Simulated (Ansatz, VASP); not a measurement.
## Al: VASP beside Ansatz

```
Al
1.0
    -5.97542    0.00000    5.97542
    -5.97542   -5.97542    0.00000
     0.00000   -5.97542    5.97542
Al
27
Direct
  0.00000 0.66667 0.00000
  0.00000 0.33333 0.00000
  0.00000 0.00000 0.00000
  0.00000 0.66667 0.33333
  0.00000 0.33333 0.33333
  0.00000 0.00000 0.33333
  0.00000 0.66667 0.66667
  0.00000 0.33333 0.66667
  0.00000 0.00000 0.66667
  0.33333 0.66667 0.00000
  0.33333 0.33333 0.00000
  0.33333 0.00000 0.00000
  0.33333 0.66667 0.33333
  0.33333 0.33333 0.33333
  0.33333 0.00000 0.33333
  0.33333 0.66667 0.66667
  0.33333 0.33333 0.66667
  0.33333 0.00000 0.66667
  0.66667 0.66667 0.00000
  0.66667 0.33333 0.00000
  0.66667 0.00000 0.00000
  0.66667 0.66667 0.33333
  0.66667 0.33333 0.33333
  0.66667 0.00000 0.33333
  0.66667 0.66667 0.66667
  0.66667 0.33333 0.66667
  0.66667 0.00000 0.66667
```

Alike in both runs: task single point; functional LDA; k mesh 4 × 4 × 4; occupations gaussian, width 0.1 eV; no spin polarisation.

|  | VASP | Ansatz |
| --- | --- | --- |
| version | VASP 6.6.1 | Ansatz 0.2.0 |
| potentials or method | VASP PAW LDA potentials, release 64 (Al) | scalar-relativistic, plane waves, PAW |
| plane-wave cutoff (eV) | 520 | 420 |
| valence electrons in the cell | 81 | 81 |

```csv
,VASP,Ansatz,Ansatz less VASP
gap on the k mesh at the Fermi level (eV),none,none,-
pressure (GPa),0.3,0.3,-0.08
```

A gap of «none» marks a metal or a gap that the smearing closes.
